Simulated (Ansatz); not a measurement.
## MgO: two-dimensional strain map

Computed with DFT PBEsol, scalar-relativistic, plane waves, PAW in Ansatz 0.2.0. The runs took a 420 eV cutoff, a Γ-centred 9×9×6 mesh and Gaussian smearing (0.05 eV). No spin polarisation. Energies are free energies at this smearing, counted from the undisturbed cell; pressure is positive in compression.

Zero of the scan (as given, not relaxed at this level; it stands at 1.1 GPa; this form isn't the usual structure):

```
Mg O
1.0
     3.48638    0.00000    0.00000
    -1.74319    3.01929    0.00000
     0.00000    0.00000    4.17804
Mg O
2 2
Cartesian
  1.7432 1.0064 3.1335
  0.0000 2.0129 1.0445
  1.7432 1.0064 1.0445
  0.0000 2.0129 3.1335
```

The cell is strained by p along both x and y and by q along z, fractional coordinates fixed. Points are written (p, q).

Energy above the undisturbed cell in meV/atom (a dash: not computed):

| p \ q | -0.050 | -0.025 | 0.000 | 0.025 | 0.050 |
| --- | --- | --- | --- | --- | --- |
| -0.050 | ? | 93.9 | 71.7 | 61.9 | ? |
| -0.025 | 65.2 | 33.6 | 18.2 | 14.7 | 20.2 |
| 0.000 | 33.3 | 8.8 | 0.0 | 3.0 | 14.5 |
| 0.025 | ? | 11.2 | 9.1 | ? | 35.9 |
| 0.050 | 45.1 | 34.3 | 38.8 | 54.4 | 77.9 |

Task: Fill in the withheld energies.

Result: (-0.050, -0.050): 132.5; (-0.050, 0.050): 61.4; (0.025, -0.050): 28.8; (0.025, 0.025): 18.3.